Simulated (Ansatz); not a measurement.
A run of Ansatz 0.2.0 is set up as follows.

Contents of input.yaml:

```yaml
crystal:
  lattice:
    - [0.0, 2.5519910612, 2.5519910612]
    - [2.5519910612, 0.0, 2.5519910612]
    - [2.5519910612, 2.5519910612, 0.0]
  atoms:
    - { symbol: "Y", position: [0.0, 0.0, 0.0] }
kpoints:
  mp_grid: { grid: [9, 9, 9] }
scf:
  occupations: { method: fermi_dirac, width: 0.05 }
hamiltonian:
  xc: lda
  pseudopotentials: { kind: all_electron, lapw: { basis_error: 0.001 } }
  hubbard:
    sites: [{ species: "Y", l: d, u_eff: 8 }]
    double_counting: fll
    projectors: ortho-atomic
output:
  forces: true
  stress: true
  eigenvalues: true
  hubbard: {}
```

Potentials or basis: all-electron LAPW, scalar-relativistic.

Run with:

```bash
$ ansatz run input.yaml --threads 1 --pin off --max-ram 3072MiB --backend cpu --events-out ev --progress --plain --runs-dir out
```

Problem. Predict the band gap on the k mesh.

Solution. None (metal or under the smearing width).

Problem. Predict the pressure.

Solution. 13.1 GPa.

Caveat: U without spin polarisation on a metal has little footing; the U is typed as a test and isn't derived for this compound.
